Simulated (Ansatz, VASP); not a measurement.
**LiF in VASP and in Ansatz**

The input INCAR:

```
PREC = Accurate ; ENCUT = 520
EDIFF = 1E-6 ; ISMEAR = 0
SIGMA = 0.05 ; LREAL = F
LASPH = T ; NELM = 100
ALGO = Normal ; ISIF = 2
LWAVE = F ; LCHARG = T
GGA = PE ; LELF = T
LVHAR = T ; NBANDS = 12
```

File KPOINTS:

```
Automatic mesh
0
Gamma
  10 10 10
```

The input POSCAR:

```
LiF
1.0
    0.0000000000      2.0140000000      2.0140000000
    1.7119000000      0.0000000000      2.0140000000
    1.7119000000      2.0140000000      0.0000000000
Li F
1 1
Direct
    0.0000000000      0.0000000000      0.0000000000
    0.5000000000      0.5000000000      0.5000000000
```

Input for Ansatz:

```yaml
crystal:
  lattice:
    - [0.0, 2.014, 2.014]
    - [1.7119, 0.0, 2.014]
    - [1.7119, 2.014, 0.0]
  atoms:
    - { symbol: Li, position: [0.0, 0.0, 0.0] }
    - { symbol: F, position: [0.5, 0.5, 0.5] }
basis:
  ecutwfc: 420
kpoints:
  mp_grid: { grid: [10, 10, 10] }
hamiltonian:
  xc: pbe
scf:
  occupations: { method: gaussian, width: 0.05 }
output:
  forces: true
  stress: true
  eigenvalues: true
  write_density: true
  write_potential: true
  elf: true
  volumetric_format: npy
```

Change from the starting cell: strain -0.1500 x Voigt [1, 0, 0, 0, 0, 0], atoms carried along.

Alike in both runs: task single point; functional PBE; k mesh 10 × 10 × 10; occupations gaussian, width 0.05 eV; no spin polarisation.

```csv
,VASP,Ansatz
version,VASP 6.6.1,Ansatz 0.2.0
potentials or method,"VASP PAW PBE potentials, release 64 (Li_sv, F)","scalar-relativistic, plane waves, PAW"
plane-wave cutoff (eV),520,420
valence electrons in the cell,10,10
```

```csv
,VASP,Ansatz,Ansatz less VASP
gap on the k mesh at the Fermi level (eV),10.33,10.33,+0.005
least direct gap on the mesh (eV),10.33,10.33,+0.005
```

 A k mesh can miss the band edges.
